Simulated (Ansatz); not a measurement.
## Ti under pressure: fit and missing row

Ti, P6_3/mmc, a = 2.900 Å, c = 4.591 Å. Ansatz: PBEsol, PAW, 420 eV, Γ-centred 18×18×10 mesh on 2 atoms, Gaussian smearing 0.10 eV; no spin polarisation. Cell and atoms are relaxed at each pressure, and no other structure is tried, so the rows at high pressure may lie past a change of phase.

```tsv
V (Å³/atom)	P (GPa)
?	60.02
13.916	29.99
15.065	14.99
15.749	7.99
16.328	3.00
16.724	0.01
17.170	-3.00
```

Problem. Take V0 = 16.724 Å³/atom, count pressures from its P0 = 0.01 GPa, fit the third-order Birch–Murnaghan form to the other rows, and predict the missing volume.

Solution. With the Eulerian strain f = ½[(V0/V)^(2/3) − 1] and y = (P − P0)/[3f(1 + 2f)^(5/2)], the form is the line y = B0 + 1.5 B0 (B0′ − 4) f. Rows (f, y): 0.06518, 112.9; 0.03606, 116.3; 0.02043, 117.8; 0.00805, 119.0; -0.00870, 120.5. Means f = 0.02420, y = 117.30; Σ(Δf)² = 0.003177, ΣΔfΔy = -0.3268; the slope is their ratio. y = 119.8 − 102.8 f GPa, so B0 = 119.8 GPa and B0′ = 4 + 2 × (-102.8)/(3 × 119.8) = 3.43. P = 60.02 GPa is met at f = 0.11159 (y = 108.33), so V = V0 (1 + 2f)^(−3/2) = 12.362 Å³/atom. The run gave 12.306 Å³/atom, so the fit is 0.056 Å³/atom too high, 1.2 % of the span of the series, against an rms of 0.002 Å³/atom on the fitted rows. The row lies outside the fitted range. The points of y bend away from a line: a fourth-order term fitted to them gives P = 60.40 GPa at this row's volume (the line 61.38, the run 60.02).

The missing row lies below the extrapolated curve: at strong compression, hcp Ti is softer than the third-order form predicts. Most of the miss is already foreshadowed in the fitted rows, since the fourth-order term lowers the predicted pressure from 61.38 to 60.40 GPa, against 60.02 GPa in the run. The small rms therefore shows a good interpolation, not a reliable extrapolation.

B0′ = 3.43 means that the stiffness grows rather slowly with pressure. The probable reason is the transfer of sp electrons into the d band on compression: in an early transition metal this fills mainly bonding d states, whose added cohesion partly offsets the rising repulsion. The remaining discrepancy may reflect still higher-order strain terms or a change in axial ratio or band filling, which volumes and pressures alone can't separate.

The zero-pressure cell is smaller than the measured one and the bulk modulus somewhat high, both consistent with the tendency of PBEsol to overbind 3d metals.
